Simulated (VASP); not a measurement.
# CaSe in VASP: a series of runs

The runs below take CaSe through electric field gradients, with PBE.

All numbers are computed with VASP 6.6.1; they aren't measurements. Logs are shortened: lines on timing, memory, paths and dates and some standing lists are left out, and cuts for length are marked.

**Measured values to compare with.**

From a printed reference work, monograph, original work of 1988, for a bulk crystal of CaSe at 2 K: band gap 3.85 eV (indirect).

The runs below are set against these values where they give the same quantity.

### Step 1. The cell of the first run

Symmetry: Fm-3m, No. 225, cubic system. The conventional cell has a = 5.912 Å, b = 5.912 Å, c = 5.912 Å, α = 90.00°, β = 90.00°, γ = 90.00°. Within 3.9 Å of Ca (site symmetry m-3m) lie 6 Se at 2.96 Å. Within 3.9 Å of Se (site symmetry m-3m) lie 6 Ca at 2.96 Å.

### Step 2. Electric field gradients, PBE

INCAR

```
ALGO     = Normal         # electronic algorithm
EDIFF    = 1E-8           # SCF threshold, eV
ENCUT    = 520            # plane-wave cutoff, eV
GGA      = PE             # functional
ISIF     = 2              # what is computed and relaxed
ISMEAR   = -1             # smearing method
LASPH    = T              # aspherical terms in the spheres
LCHARG   = F              # write CHGCAR
LEFG     = T            
LREAL    = F              # projectors in reciprocal space
LWAVE    = F              # write WAVECAR
NBANDS   = 15             # bands
NELM     = 60             # most SCF steps
PREC     = Accurate       # precision mode
SIGMA    = 0.02           # smearing width, eV
```

KPOINTS

```
k-points
0
Gamma
  7 7 7
```

POSCAR

```
CaSe
1.0
    0.0000000000      2.9560000000      2.9560000000
    2.9560000000      0.0000000000      2.9560000000
    2.9560000000      2.9560000000      0.0000000000
Ca Se
1 1
Direct
    0.0000000000      0.0000000000      0.0000000000
    0.5000000000      0.5000000000      0.5000000000
```

Potentials or basis: VASP PAW PBE potentials, release 64 (Ca_sv, Se).

Started as:

```sh
$ cat potpaw_PBE.64/Ca_sv/POTCAR potpaw_PBE.64/Se/POTCAR > POTCAR
$ mpirun -np 1 vasp_std > vasp.out
```

OUTCAR:

```text
EDIFF = 1E-8
   ENCUT = 520
   GGA = PE
   ISIF = 2
   ISMEAR = -1
   LASPH = T
   LREAL = F
   NELM = 60
   PREC = Accurate

 ion  position               nearest neighbor table
   1  0.000  0.000  0.000-   2 2.96   2 2.96   2 2.96   2 2.96   2 2.96   2 2.96
   2  0.500  0.500  0.500-   1 2.96   1 2.96   1 2.96   1 2.96   1 2.96   1 2.96

  LATTYP: Found a face centered cubic cell.
 ALAT       =     5.9120000000

  Lattice vectors:

 A1 = (   0.0000000000,   2.9560000000,   2.9560000000)
 A2 = (   2.9560000000,   0.0000000000,   2.9560000000)
 A3 = (   2.9560000000,   2.9560000000,   0.0000000000)

Analysis of symmetry for initial positions (statically):
=====================================================================
 Subroutine PRICEL returns:
 Original cell was already a primitive cell.

 Routine SETGRP: Setting up the symmetry group for a
 face centered cubic supercell.

 Subroutine GETGRP returns: Found 48 space group operations
 (whereof 48 operations were pure point group operations)
 out of a pool of 48 trial point group operations.

The static configuration has the point symmetry O_h .

Analysis of symmetry for dynamics (positions and initial velocities):
=====================================================================
 Subroutine PRICEL returns:
 Original cell was already a primitive cell.

 Routine SETGRP: Setting up the symmetry group for a
 face centered cubic supercell.

 Subroutine GETGRP returns: Found 48 space group operations
 (whereof 48 operations were pure point group operations)
 out of a pool of 48 trial point group operations.

The dynamic configuration has the point symmetry O_h .

 Subroutine INISYM returns: Found 48 space group operations
 (whereof 48 operations are pure point group operations),
 and found     1 'primitive' translations

----------------------------------------------------------------------------------------

                                     Primitive cell

  volume of cell :      51.6587

  direct lattice vectors                    reciprocal lattice vectors
     0.000000000  2.956000000  2.956000000    -0.169147497  0.169147497  0.169147497
     2.956000000  0.000000000  2.956000000     0.169147497 -0.169147497  0.169147497
     2.956000000  2.956000000  0.000000000     0.169147497  0.169147497 -0.169147497

  length of vectors
     4.180415290  4.180415290  4.180415290     0.292972058  0.292972058  0.292972058

  position of ions in fractional coordinates (direct lattice)
     0.000000000  0.000000000  0.000000000
     0.500000000  0.500000000  0.500000000

  ion indices of the primitive-cell ions
   primitive index   ion index
                 1           1
                 2           2

----------------------------------------------------------------------------------------

 KPOINTS: k-points

Automatic generation of k-mesh.
 Grid dimensions read from file:
 generate k-points for:    7    7    7

 Generating k-lattice:

  Cartesian coordinates                     Fractional coordinates (reciprocal lattice)
    -0.024163928  0.024163928  0.024163928     0.142857143  0.000000000  0.000000000
     0.024163928 -0.024163928  0.024163928     0.000000000  0.142857143  0.000000000
     0.024163928  0.024163928 -0.024163928     0.000000000  0.000000000  0.142857143

  Length of vectors
     0.041853151  0.041853151  0.041853151

  Shift w.r.t. Gamma in fractional coordinates (k-lattice)
     0.000000000  0.000000000  0.000000000

 Subroutine IBZKPT returns following result:
 ===========================================

 Found     20 irreducible k-points:

 Following reciprocal coordinates:
            Coordinates               Weight
  0.000000  0.000000  0.000000      1.000000
  0.142857  0.000000  0.000000      8.000000
  0.285714  0.000000  0.000000      8.000000
  0.428571  0.000000  0.000000      8.000000
  0.142857  0.142857  0.000000      6.000000
  0.285714  0.142857  0.000000     24.000000
[... 12 lines left out ...]
 -0.428571  0.428571  0.142857     24.000000
 -0.285714  0.428571  0.142857     24.000000
   k-points           NKPTS =     20   k-points in BZ     NKDIM =     20   number of bands    NBANDS=     15
   number of dos      NEDOS =    301   number of ions     NIONS =      2
   total plane-waves  NPLWV =  32768
   dimension x,y,z NGX =    32 NGY =   32 NGZ =   32
   dimension x,y,z NGXF=    64 NGYF=   64 NGZF=   64
   ions per type =               1   1
   NGX,Y,Z   is equivalent  to a cutoff of  12.73, 12.73, 12.73 a.u.
   NGXF,Y,Z  is equivalent  to a cutoff of  25.45, 25.45, 25.45 a.u.
 SYSTEM =  unknown system
   PREC   = accura    normal or accurate (medium, high low for compatibility)
   ISTART =      0    job   : 0-new  1-cont  2-samecut
   ICHARG =      2    charge: 1-file 2-atom 10-const
   ISPIN  =      1    spin polarized calculation?
   LNONCOLLINEAR =      F non collinear calculations
   LSORBIT =      F    spin-orbit coupling
   LASPH  =      T    aspherical Exc in radial PAW
   ENCUT  =  520.0 eV  38.22 Ry    6.18 a.u.   7.77  7.77  7.77*2*pi/ulx,y,z
   NELM   =     60;   NELMIN=  2; NELMDL= -5     # of ELM steps
   EDIFF  = 0.1E-07   stopping-criterion for ELM
   LREAL  =      F    real-space projection
   EDIFFG = 0.1E-06   stopping-criterion for IOM
   NSW    =      0    number of steps for IOM
   IBRION =     -1    ionic relax: 0-MD 1-quasi-New 2-CG
   NFREE  =      0    steps in history (QN), initial steepest desc. (CG)
   ISIF   =      2    stress and relaxation
   ISYM   =      2    0-nonsym 1-usesym 2-fastsym
   POTIM  = 0.5000    time-step for ionic-motion
   TEBEG  =    0.0;   TEEND  =   0.0 temperature during run
   PSTRESS=    0.0 pullay stress
   NELECT =      16.0000    total number of electrons
   NUPDOWN=      -1.0000    fix difference up-down
   EMIN   =  10.00;   EMAX   =-10.00  energy-range for DOS
   EFERMI =   0.00;   METHOD = LEGACY
   ISMEAR =    -1;   SIGMA  =   0.02  broadening in eV -4-tet -1-fermi 0-gaus
   EFERMI_NEDOS =   21; number of points for ismear=-14 and -15
   IALGO  =     38    algorithm
   IMIX   =      4    mixing-type and parameters
     AMIX     =   0.40;   BMIX     =  1.00
     AMIX_MAG =   1.60;   BMIX_MAG =  1.00
  volume/ion in A,a.u.               =      25.83       174.30
  Fermi-wavevector in a.u.,A,eV,Ry     =   1.107645  2.093145 16.692666  1.226876
  Thomas-Fermi vector in A             =   2.244161
   LORBIT       =      0    0 simple, 1 ext, 2 COOP (PROOUT), +10 PAW based schemes
   GGA     = PE    functional components
   LHFCALC =     F    Hartree Fock is set to
   AEXX    =    0.0000 exact exchange contribution
   IVDW    =     0    specifies the selected vdW correction
   LEPSILON=     F    determine dielectric tensor
   LRPA    =     F    only Hartree local field effects (RPA)
 non-spin polarized calculation
  energy-cutoff  :      520.00
  volume of cell :       51.66
 maximum number of plane-waves:      1411
   NGX = 15   NGY = 15   NGZ = 15

 number of electron      15.9999998 magnetization

 Free energy of the ion-electron system (eV)
  ---------------------------------------------------
  ext. energy  EPLUGINS =         0.00000000
  ---------------------------------------------------
  free energy    TOTEN  =        -9.47979520 eV

  energy without entropy =       -9.47979520  energy(sigma->0) =       -9.47979520

 E-fermi :   2.8472     XC(G=0):  -9.1622

 val. band max:        2.4582626395   @ k =   0.0000   0.0000   0.0000
 cond. band min:       4.5393762162   @ k =   0.4286   0.4286   0.0000
 fundamental gap:      2.0811135766
 Fermi energy:         2.8472101658

 k-point     1 :       0.0000    0.0000    0.0000
  band No.  band energies     occupation
      1     -37.2861      2.00000
      2     -18.2804      2.00000
      3     -18.2804      2.00000
      4     -18.2804      2.00000
      5      -9.3463      2.00000
      6       2.4583      2.00000
      7       2.4583      2.00000
      8       2.4583      2.00000
      9       5.8087      0.00000
     10       6.1638      0.00000
     11       6.1638      0.00000
     12       6.1638      0.00000
     13       6.7343      0.00000
     14       6.7343      0.00000
     15      12.1747      0.00000

 k-point     2 :       0.1429    0.0000    0.0000
  band No.  band energies     occupation
      1     -37.2848      2.00000
      2     -18.3026      2.00000
      3     -18.2819      2.00000
      4     -18.2819      2.00000
      5      -9.2259      2.00000
      6       1.5132      2.00000
      7       2.1552      2.00000
      8       2.1552      2.00000
      9       6.0784      0.00000
     10       6.4346      0.00000
     11       6.4346      0.00000
     12       6.9918      0.00000
     13       7.2588      0.00000
     14       7.2588      0.00000
     15      12.3329      0.00000

 k-point     3 :       0.2857    0.0000    0.0000
  band No.  band energies     occupation
      1     -37.2819      2.00000
      2     -18.3517      2.00000
      3     -18.2852      2.00000
      4     -18.2852      2.00000
      5      -8.9379      2.00000
      6       0.1369      2.00000
      7       1.6319      2.00000
      8       1.6319      2.00000
      9       6.2621      0.00000
     10       7.0820      0.00000
     11       7.0820      0.00000
     12       8.4593      0.00000
     13       8.4621      0.00000
     14       8.4621      0.00000
     15      11.7966      0.00000
[... 271 lines left out ...]
 k-point    19 :      -0.4286    0.4286    0.1429
  band No.  band energies     occupation
      1     -37.2774      2.00000
      2     -18.3559      2.00000
      3     -18.3213      2.00000
      4     -18.3131      2.00000
      5      -8.7182      2.00000
      6       0.0283      2.00000
      7       1.0373      2.00000
      8       1.1194      2.00000
      9       5.5338      0.00000
     10       7.6219      0.00000
     11       7.9950      0.00000
     12       8.4756      0.00000
     13       8.5227      0.00000
     14       8.9915      0.00000
     15      11.7138      0.00000

 k-point    20 :      -0.2857    0.4286    0.1429
  band No.  band energies     occupation
      1     -37.2772      2.00000
      2     -18.3431      2.00000
      3     -18.3419      2.00000
      4     -18.3105      2.00000
      5      -8.6739      2.00000
      6       0.3143      2.00000
      7       0.3700      2.00000
      8       1.0571      2.00000
      9       6.4361      0.00000
     10       7.3362      0.00000
     11       7.9085      0.00000
     12       8.2892      0.00000
     13       8.4399      0.00000
     14      10.3478      0.00000
     15      11.6227      0.00000

------------------------ aborting loop because EDIFF is reached ----------------------------------------

  FORCE on cell =-STRESS in cart. coord.  units (eV):
  Direction    XX          YY          ZZ          XY          YZ          ZX
  --------------------------------------------------------------------------------------
  -------------------------------------------------------------------------------------
  Total        0.4354294      0.4354294      0.4354294      0.0000000      0.0000000      0.0000000
  in kB       13.5047027     13.5047027     13.5047027      0.0000000      0.0000000      0.0000000
  external PRESSURE =      13.5047027 kB  Pullay stress =       0.0000000 kB

 VOLUME and BASIS-vectors are now :
 -----------------------------------------------------------------------------
  energy-cutoff  :      520.00
  volume of cell :       51.66
      direct lattice vectors                 reciprocal lattice vectors
     0.000000000  2.956000000  2.956000000    -0.169147497  0.169147497  0.169147497
     2.956000000  0.000000000  2.956000000     0.169147497 -0.169147497  0.169147497
     2.956000000  2.956000000  0.000000000     0.169147497  0.169147497 -0.169147497

 POSITION                                       TOTAL-FORCE (eV/Angst)
 -----------------------------------------------------------------------------------
      0.00000      0.00000      0.00000         0.000000      0.000000     -0.000000
      2.95600      2.95600      2.95600         0.000000     -0.000000      0.000000
 -----------------------------------------------------------------------------------
    total drift:                                0.000000     -0.000000     -0.000000

  FREE ENERGIE OF THE ION-ELECTRON SYSTEM (eV)
  ---------------------------------------------------
  free  energy   TOTEN  =        -9.4797951954 eV

  energy  without entropy=       -9.4797951954  energy(sigma->0) =       -9.47979520

 Electric field gradients (V/A^2)
---------------------------------------------------------------------
 ion       V_xx      V_yy      V_zz      V_xy      V_xz      V_yz
---------------------------------------------------------------------
   1       0.000     0.000     0.000     0.000     0.000     0.000
   2      -0.000     0.000    -0.000    -0.000    -0.000    -0.000
---------------------------------------------------------------------

 Electric field gradients after diagonalization (V/A^2)
 (convention: |V_zz| > |V_xx| > |V_yy|)
----------------------------------------------------------------------
 ion       V_xx      V_yy      V_zz     asymmetry (V_yy - V_xx)/ V_zz
----------------------------------------------------------------------
   1      -0.000    -0.000     0.000       0.000
   2       0.000     0.000    -0.001       0.000
----------------------------------------------------------------------

           NMR quadrupolar parameters

 Cq : quadrupolar parameter    Cq=e*Q*V_zz/h
 eta: asymmetry parameters     (V_yy - V_xx)/ V_zz
 Q  : nuclear electric quadrupole moment in mb (millibarn)
----------------------------------------------------------------------
 ion       Cq(MHz)       eta       Q (mb)
----------------------------------------------------------------------
   1       0.000       0.000       1.000
   2      -0.000       0.000       1.000
----------------------------------------------------------------------
```

Run time: 41 s. Hardware: 1 thread of AMD EPYC 7R13, shared host; peak memory 0.15 GiB.

What came out:

```yaml
Free_energy: -9.4798 eV
Pressure: 1.4 GPa
Band_gap_on_the_k_mesh: 2.08 eV, indirect (least direct gap 2.99 eV)
```

Caveat: without QUAD_EFG the Cq values of the log hold for a quadrupole moment of 1 mb, not for the nuclei.

### Step 3. Electric field gradients, PBE (volume scaled by 1.025)

INCAR

```
SYSTEM = CaSe
PREC     = Accurate       ! precision mode
ENCUT    = 520            ! plane-wave cutoff, eV
EDIFF    = 1E-8           ! SCF threshold, eV
ISMEAR   = -1             ! smearing method
SIGMA    = 0.02           ! smearing width, eV
LREAL    = .False.        ! projectors in reciprocal space
LASPH    = .True.         ! aspherical terms in the spheres
NELM     = 60             ! most SCF steps
ALGO     = Normal         ! electronic algorithm
ISIF     = 2              ! what is computed and relaxed
LWAVE    = .False.        ! write WAVECAR
LCHARG   = .False.        ! write CHGCAR
GGA      = PE             ! functional
LEFG     = .True.       
NBANDS   = 15             ! bands
```

KPOINTS

```
regular mesh
0
Gamma
  7 7 7
  0 0 0
```

POSCAR

```
CaSe
1.0
    0.0000000000      2.9804308600      2.9804308600
    2.9804308600      0.0000000000      2.9804308600
    2.9804308600      2.9804308600      0.0000000000
Ca Se
1 1
Direct
    0.0000000000      0.0000000000      0.0000000000
    0.5000000000      0.5000000000      0.5000000000
```

Potentials or basis: VASP PAW PBE potentials, release 64 (Ca_sv, Se).

Started as:

```sh
$ cat potpaw_PBE.64/Ca_sv/POTCAR potpaw_PBE.64/Se/POTCAR > POTCAR
$ mpirun -np 1 vasp_std > vasp.out
```

OUTCAR:

```text
SYSTEM = CaSe
   PREC = Accurate
   ENCUT = 520
   EDIFF = 1E-8
   ISMEAR = -1
   LREAL = .False.
   LASPH = .True.
   NELM = 60
   ISIF = 2
   GGA = PE

 ion  position               nearest neighbor table
   1  0.000  0.000  0.000-   2 2.98   2 2.98   2 2.98   2 2.98   2 2.98   2 2.98
   2  0.500  0.500  0.500-   1 2.98   1 2.98   1 2.98   1 2.98   1 2.98   1 2.98

  LATTYP: Found a face centered cubic cell.
 ALAT       =     5.9608617200

  Lattice vectors:

 A1 = (   0.0000000000,   2.9804308600,   2.9804308600)
 A2 = (   2.9804308600,   0.0000000000,   2.9804308600)
 A3 = (   2.9804308600,   2.9804308600,   0.0000000000)

Analysis of symmetry for initial positions (statically):
=====================================================================
 Subroutine PRICEL returns:
 Original cell was already a primitive cell.

 Routine SETGRP: Setting up the symmetry group for a
 face centered cubic supercell.

[... 541 lines left out ...]
      direct lattice vectors                 reciprocal lattice vectors
     0.000000000  2.980430860  2.980430860    -0.167760979  0.167760979  0.167760979
     2.980430860  0.000000000  2.980430860     0.167760979 -0.167760979  0.167760979
     2.980430860  2.980430860  0.000000000     0.167760979  0.167760979 -0.167760979

 POSITION                                       TOTAL-FORCE (eV/Angst)
 -----------------------------------------------------------------------------------
      0.00000      0.00000      0.00000        -0.000000      0.000000      0.000000
      2.98043      2.98043      2.98043         0.000000     -0.000000     -0.000000
 -----------------------------------------------------------------------------------
    total drift:                                0.000000     -0.000000     -0.000000

  FREE ENERGIE OF THE ION-ELECTRON SYSTEM (eV)
  ---------------------------------------------------
  free  energy   TOTEN  =        -9.4857443797 eV

  energy  without entropy=       -9.4857443797  energy(sigma->0) =       -9.48574438

 Electric field gradients (V/A^2)
---------------------------------------------------------------------
 ion       V_xx      V_yy      V_zz      V_xy      V_xz      V_yz
---------------------------------------------------------------------
   1       0.000     0.000     0.000     0.000     0.000     0.000
   2       0.000    -0.000     0.000    -0.000    -0.000    -0.000
---------------------------------------------------------------------

 Electric field gradients after diagonalization (V/A^2)
 (convention: |V_zz| > |V_xx| > |V_yy|)
----------------------------------------------------------------------
 ion       V_xx      V_yy      V_zz     asymmetry (V_yy - V_xx)/ V_zz
----------------------------------------------------------------------
   1      -0.000    -0.000     0.001       0.000
   2       0.000     0.000    -0.001       0.000
----------------------------------------------------------------------

           NMR quadrupolar parameters

 Cq : quadrupolar parameter    Cq=e*Q*V_zz/h
 eta: asymmetry parameters     (V_yy - V_xx)/ V_zz
 Q  : nuclear electric quadrupole moment in mb (millibarn)
----------------------------------------------------------------------
 ion       Cq(MHz)       eta       Q (mb)
----------------------------------------------------------------------
   1       0.000       0.000       1.000
   2      -0.000       0.000       1.000
----------------------------------------------------------------------
```

Wall time 42 s (1 thread of AMD EPYC 7R13, shared host); peak memory 0.15 GiB.

Results:

```
Free energy            : -9.4857 eV
Pressure               : 0.1 GPa
Band gap on the k mesh : 2.14 eV, indirect (least direct gap 3.02 eV)
```

Levels at points of the mesh, in eV from the valence-band top:
```csv
k point,band 6,band 7,band 8,band 9,band 10,band 11
"(0.00, 0.00, 0.00)",0.00,0.00,0.00,3.22,3.71,3.71
```

Caveat: without QUAD_EFG the Cq values of the log hold for a quadrupole moment of 1 mb, not for the nuclei. A k mesh can miss the band edges.

(Part 1 of 3 ends here.)
